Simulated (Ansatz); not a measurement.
# TiCo2: a frozen normal mode

Aim: for TiCo2, trace the energy along mode 7.

Program: Ansatz 0.2.0. Level of theory: DFT PBEsol, scalar-relativistic, plane waves, PAW. These are calculated values, not measurements.

2 further runs of the same task are left out: 2 set aside as unsound or not needed. Runs told in other sessions of the task aren't counted.

## 1. The system as given

The structure is cubic, space group Fd-3m (No. 227). Conventional cell: a = 6.553 Å, b = 6.553 Å, c = 6.553 Å, α = 90.00°, β = 90.00°, γ = 90.00°. Around Ti (site symmetry -43m) lie 12 Co at 2.72 Å and 4 Ti at 2.84 Å. Co (site symmetry -3m) has 6 Co at 2.32 Å and 6 Ti at 2.72 Å in its first shell of neighbours.

Coordinates:

```
CELL_PARAMETERS angstrom
0.00000 3.27632 3.27632
3.27632 0.00000 3.27632
3.27632 3.27632 0.00000
ATOMIC_POSITIONS crystal
Ti 0.50000 0.50000 0.50000
Ti 0.75000 0.75000 0.75000
Co 0.12500 0.12500 0.12500
Co 0.62500 0.12500 0.12500
Co 0.12500 0.12500 0.62500
Co 0.12500 0.62500 0.12500
```

This cell was relaxed beforehand with the same method: volume 11.72 Å³/atom, gap on the mesh none (metal).

## 2. The reference cell

Reference values: F = -25321.9124 eV; pressure 0.10 GPa; largest force 0.000 eV/Å; gap on the mesh none (metal). It was computed beforehand with the settings of the runs below.

## 3. Next: a frozen normal mode

Mode 7 of the phonon run on this cell, counted from the lowest, is frozen in: each atom moves by x times its row below, so x is the largest displacement.

```
atom      ux      uy      uz
 Ti1   0.000   1.000   0.000
 Ti2   0.000   1.000   0.000
 Co3  -0.094  -0.406  -0.094
 Co4   0.094  -0.406  -0.094
 Co5  -0.094  -0.406   0.094
 Co6   0.094  -0.406   0.094
```

## 4. At x = -0.200 Å

File input.yaml:

```yaml
crystal:
  lattice:
    - [0.0, 3.2763183196, 3.2763183196]
    - [3.2763183196, 0.0, 3.2763183196]
    - [3.2763183196, 3.2763183196, 0.0]
  atoms:
    - { symbol: Ti, position: [0.4694779352, 0.5305220648, 0.4694779352] }
    - { symbol: Ti, position: [0.7194779352, 0.7805220648, 0.7194779352] }
    - { symbol: Co, position: [0.1373953885, 0.1183271874, 0.1373953885] }
    - { symbol: Co, position: [0.6431179645, 0.1126046115, 0.1316728126] }
    - { symbol: Co, position: [0.1316728126, 0.1126046115, 0.6431179645] }
    - { symbol: Co, position: [0.1373953885, 0.6068820355, 0.1373953885] }
basis:
  ecutwfc: 420
kpoints:
  mp_grid: { grid: [12, 12, 12] }
hamiltonian:
  xc: pbesol
scf:
  occupations: { method: gaussian, width: 0.15 }
output:
  forces: true
  stress: true
  eigenvalues: true
```

The run is started by

```sh
ansatz run input.yaml --threads 2 --pin off --max-ram 5120MiB --backend cpu --events-out ev --progress --plain --runs-dir out
```

## 5. At x = 0.150 Å

File input.yaml:

```yaml
crystal:
  lattice:
    - [0.0, 3.2763183196, 3.2763183196]
    - [3.2763183196, 0.0, 3.2763183196]
    - [3.2763183196, 3.2763183196, 0.0]
  atoms:
    - { symbol: Ti, position: [0.5228915486, 0.4771084514, 0.5228915486] }
    - { symbol: Ti, position: [0.7728915486, 0.7271084514, 0.7728915486] }
    - { symbol: Co, position: [0.1157034586, 0.1300046094, 0.1157034586] }
    - { symbol: Co, position: [0.6114115266, 0.1342965414, 0.1199953906] }
    - { symbol: Co, position: [0.1199953906, 0.1342965414, 0.6114115266] }
    - { symbol: Co, position: [0.1157034586, 0.6385884734, 0.1157034586] }
basis:
  ecutwfc: 420
kpoints:
  mp_grid: { grid: [12, 12, 12] }
hamiltonian:
  xc: pbesol
scf:
  occupations: { method: gaussian, width: 0.15 }
output:
  forces: true
  stress: true
  eigenvalues: true
```

## 6. At x = -0.100 Å

File input.yaml:

```yaml
crystal:
  lattice:
    - [0.0, 3.2763183196, 3.2763183196]
    - [3.2763183196, 0.0, 3.2763183196]
    - [3.2763183196, 3.2763183196, 0.0]
  atoms:
    - { symbol: Ti, position: [0.4847389676, 0.5152610324, 0.4847389676] }
    - { symbol: Ti, position: [0.7347389676, 0.7652610324, 0.7347389676] }
    - { symbol: Co, position: [0.1311976943, 0.1216635937, 0.1311976943] }
    - { symbol: Co, position: [0.6340589823, 0.1188023057, 0.1283364063] }
    - { symbol: Co, position: [0.1283364063, 0.1188023057, 0.6340589823] }
    - { symbol: Co, position: [0.1311976943, 0.6159410177, 0.1311976943] }
basis:
  ecutwfc: 420
kpoints:
  mp_grid: { grid: [12, 12, 12] }
hamiltonian:
  xc: pbesol
scf:
  occupations: { method: gaussian, width: 0.15 }
output:
  forces: true
  stress: true
  eigenvalues: true
```

## 7. Point x = 0.050 Å

File input.yaml:

```yaml
crystal:
  lattice:
    - [0.0, 3.2763183196, 3.2763183196]
    - [3.2763183196, 0.0, 3.2763183196]
    - [3.2763183196, 3.2763183196, 0.0]
  atoms:
    - { symbol: Ti, position: [0.5076305162, 0.4923694838, 0.5076305162] }
    - { symbol: Ti, position: [0.7576305162, 0.7423694838, 0.7576305162] }
    - { symbol: Co, position: [0.1219011529, 0.1266682031, 0.1219011529] }
    - { symbol: Co, position: [0.6204705089, 0.1280988471, 0.1233317969] }
    - { symbol: Co, position: [0.1233317969, 0.1280988471, 0.6204705089] }
    - { symbol: Co, position: [0.1219011529, 0.6295294911, 0.1219011529] }
basis:
  ecutwfc: 420
kpoints:
  mp_grid: { grid: [12, 12, 12] }
hamiltonian:
  xc: pbesol
scf:
  occupations: { method: gaussian, width: 0.15 }
output:
  forces: true
  stress: true
  eigenvalues: true
```

## 8. Point x = 0.175 Å

File input.yaml:

```yaml
crystal:
  lattice:
    - [0.0, 3.2763183196, 3.2763183196]
    - [3.2763183196, 0.0, 3.2763183196]
    - [3.2763183196, 3.2763183196, 0.0]
  atoms:
    - { symbol: Ti, position: [0.5267068067, 0.4732931933, 0.5267068067] }
    - { symbol: Ti, position: [0.7767068067, 0.7232931933, 0.7767068067] }
    - { symbol: Co, position: [0.114154035, 0.130838711, 0.114154035] }
    - { symbol: Co, position: [0.609146781, 0.135845965, 0.119161289] }
    - { symbol: Co, position: [0.119161289, 0.135845965, 0.609146781] }
    - { symbol: Co, position: [0.114154035, 0.640853219, 0.114154035] }
basis:
  ecutwfc: 420
kpoints:
  mp_grid: { grid: [12, 12, 12] }
hamiltonian:
  xc: pbesol
scf:
  occupations: { method: gaussian, width: 0.15 }
output:
  forces: true
  stress: true
  eigenvalues: true
```

## 9. Point x = 0.125 Å

File input.yaml:

```yaml
crystal:
  lattice:
    - [0.0, 3.2763183196, 3.2763183196]
    - [3.2763183196, 0.0, 3.2763183196]
    - [3.2763183196, 3.2763183196, 0.0]
  atoms:
    - { symbol: Ti, position: [0.5190762905, 0.4809237095, 0.5190762905] }
    - { symbol: Ti, position: [0.7690762905, 0.7309237095, 0.7690762905] }
    - { symbol: Co, position: [0.1172528822, 0.1291705078, 0.1172528822] }
    - { symbol: Co, position: [0.6136762722, 0.1327471178, 0.1208294922] }
    - { symbol: Co, position: [0.1208294922, 0.1327471178, 0.6136762722] }
    - { symbol: Co, position: [0.1172528822, 0.6363237278, 0.1172528822] }
basis:
  ecutwfc: 420
kpoints:
  mp_grid: { grid: [12, 12, 12] }
hamiltonian:
  xc: pbesol
scf:
  occupations: { method: gaussian, width: 0.15 }
output:
  forces: true
  stress: true
  eigenvalues: true
```

## 10. x = 0.075 Å

File input.yaml:

```yaml
crystal:
  lattice:
    - [0.0, 3.2763183196, 3.2763183196]
    - [3.2763183196, 0.0, 3.2763183196]
    - [3.2763183196, 3.2763183196, 0.0]
  atoms:
    - { symbol: Ti, position: [0.5114457743, 0.4885542257, 0.5114457743] }
    - { symbol: Ti, position: [0.7614457743, 0.7385542257, 0.7614457743] }
    - { symbol: Co, position: [0.1203517293, 0.1275023047, 0.1203517293] }
    - { symbol: Co, position: [0.6182057633, 0.1296482707, 0.1224976953] }
    - { symbol: Co, position: [0.1224976953, 0.1296482707, 0.6182057633] }
    - { symbol: Co, position: [0.1203517293, 0.6317942367, 0.1203517293] }
basis:
  ecutwfc: 420
kpoints:
  mp_grid: { grid: [12, 12, 12] }
hamiltonian:
  xc: pbesol
scf:
  occupations: { method: gaussian, width: 0.15 }
output:
  forces: true
  stress: true
  eigenvalues: true
```

## 11. Point x = 0.025 Å

File input.yaml:

```yaml
crystal:
  lattice:
    - [0.0, 3.2763183196, 3.2763183196]
    - [3.2763183196, 0.0, 3.2763183196]
    - [3.2763183196, 3.2763183196, 0.0]
  atoms:
    - { symbol: Ti, position: [0.5038152581, 0.4961847419, 0.5038152581] }
    - { symbol: Ti, position: [0.7538152581, 0.7461847419, 0.7538152581] }
    - { symbol: Co, position: [0.1234505764, 0.1258341016, 0.1234505764] }
    - { symbol: Co, position: [0.6227352544, 0.1265494236, 0.1241658984] }
    - { symbol: Co, position: [0.1241658984, 0.1265494236, 0.6227352544] }
    - { symbol: Co, position: [0.1234505764, 0.6272647456, 0.1234505764] }
basis:
  ecutwfc: 420
kpoints:
  mp_grid: { grid: [12, 12, 12] }
hamiltonian:
  xc: pbesol
scf:
  occupations: { method: gaussian, width: 0.15 }
output:
  forces: true
  stress: true
  eigenvalues: true
```

(Steps that only read results are left out.)

What does the calculation give? Wanted: harmonic wavenumber of the mode.

As calculated:

```
                                          quantity     value
                   harmonic wavenumber of the mode  167 cm⁻¹
the same from the force at an amplitude of 0.025 Å  167 cm⁻¹
```

In words: The force at the smallest amplitude gives 167 cm⁻¹ against 167 cm⁻¹ from the phonon run, so the curve is close to a parabola there. The undisturbed cell stays the lowest of the sampled points. Spin polarisation is off in the runs that give these values; a magnetic solution could lie lower.
